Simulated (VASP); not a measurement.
**LiF in VASP 6.6.1, single-point calculation**

INCAR

```
NELMDL = -12
LREAL = .FALSE.
ALGO = Normal
NBANDS = 12
ISIF = 2
EDIFF = 1E-7
NELM = 54
GGA = AM
LWAVE = .FALSE.
LASPH = .TRUE.
NSW = 0
PREC = Accurate
ISMEAR = 0
ENCUT = 520
SIGMA = 0.01
IBRION = -1
LCHARG = .FALSE.
```

KPOINTS

```
KPOINTS created by Atomic Simulation Environment
0
Gamma
10 10 10
0 0 0
```

POSCAR

```
Li F
 1.0000000000000000
    -0.0554579359000000    1.9992599537000000    1.9992599537000000
     1.9992599537000000   -0.0554579359000000    1.9992599537000000
     1.9992599537000000    1.9992599537000000   -0.0554579359000000
 Li  F
   1   1
Cartesian
  0.0000000000000000  0.0000000000000000  0.0000000000000000
  1.9715309857499994  1.9715309857499994  1.9715309857499996
```

The recommended PBE PAW datasets give the neutral cell 10 valence electrons.

Command

```
mpirun -np 1 vasp_std
```

Predict the outcome of this run.

It converged. Results: gap between bands v and c on the k mesh 8.79 eV; least direct gap on the k mesh 8.79 eV; pressure -0.9 GPa. Band v is the last that the valence electrons fill when counted band by band, and c is the next.

OSZICAR

```
N       E                     dE             d eps       ncg     rms          rms(c)
DAV:   1     0.310780186139E+02    0.31078E+02   -0.52716E+03  2888   0.837E+02
DAV:   2    -0.891689382779E+01   -0.39995E+02   -0.39111E+02  3400   0.185E+02
DAV:   3    -0.997732296731E+01   -0.10604E+01   -0.10579E+01  3660   0.263E+01
DAV:   4    -0.998849406685E+01   -0.11171E-01   -0.11171E-01  3164   0.290E+00
DAV:   5    -0.998864068884E+01   -0.14662E-03   -0.14662E-03  3660   0.245E-01
DAV:   6    -0.998864243586E+01   -0.17470E-05   -0.17470E-05  3228   0.233E-02
DAV:   7    -0.998864246375E+01   -0.27884E-07   -0.27892E-07  3568   0.240E-03
DAV:   8    -0.998864246425E+01   -0.50022E-09   -0.48725E-09  2616   0.325E-04
DAV:   9    -0.998864246425E+01   -0.84128E-11   -0.13731E-10  2024   0.598E-05
DAV:  10    -0.998864246425E+01    0.18190E-11   -0.18688E-11  1656   0.222E-05
DAV:  11    -0.998864246425E+01   -0.34106E-12   -0.51616E-12  1564   0.103E-05
DAV:  12    -0.998864246424E+01    0.16939E-10   -0.11357E-12  1512   0.481E-06    0.408E+00
DAV:  13    -0.957235087511E+01    0.41629E+00   -0.19985E+00  3172   0.875E+00    0.144E+00
DAV:  14    -0.957541120405E+01   -0.30603E-02   -0.17325E-02  3672   0.119E+00    0.872E-01
DAV:  15    -0.958256472062E+01   -0.71535E-02   -0.17369E-02  3384   0.137E+00    0.116E-01
DAV:  16    -0.958265537347E+01   -0.90653E-04   -0.15039E-03  3228   0.344E-01    0.479E-02
DAV:  17    -0.958275699017E+01   -0.10162E-03   -0.20518E-04  3256   0.106E-01    0.143E-02
DAV:  18    -0.958275545546E+01    0.15347E-05   -0.10692E-05  3440   0.313E-02    0.326E-03
DAV:  19    -0.958275571526E+01   -0.25980E-06   -0.16036E-06  3260   0.118E-02    0.128E-03
DAV:  20    -0.958275569604E+01    0.19216E-07   -0.11495E-07  2396   0.255E-03
   1 F= -.95827557E+01 E0= -.95827557E+01  d E =-.349959E-87
```

For comparison, a separate r²SCAN run of the intended cell, on usual settings and not on those above, gives a gap of 9.94 eV on its mesh and a pressure of -4.3 GPa.
